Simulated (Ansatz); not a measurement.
Bi:

```
Bi
1.0
     4.65841    0.00000    0.00000
     0.00000    4.52639    0.00000
    -0.34597    0.00000    6.51195
Bi
4
Direct
  0.25137 0.25000 0.74873
  0.74863 0.75000 0.25127
  0.24989 0.25000 0.24888
  0.75011 0.75000 0.75112
```

Base run:

```yaml
Program: Ansatz 0.2.0
Functional: PBEsol
Potentials_or_basis: all-electron LAPW, scalar-relativistic
Cutoff: 171 eV (chosen from the basis error)
Basis_error_allowed: 0.002 eV/atom
k_mesh: 6 × 6 × 4
Occupations: fermi-dirac, width 0.05 eV
Spin: no spin polarisation
```

Its results: pressure -1.3 GPa.

Problem. The run is repeated on the same cell with these changes: functional from PBEsol to LDA. What comes out?

Solution. Pressure -2.6 GPa.

LDA binds more tightly than PBEsol, so the same cell stands under less pressure.
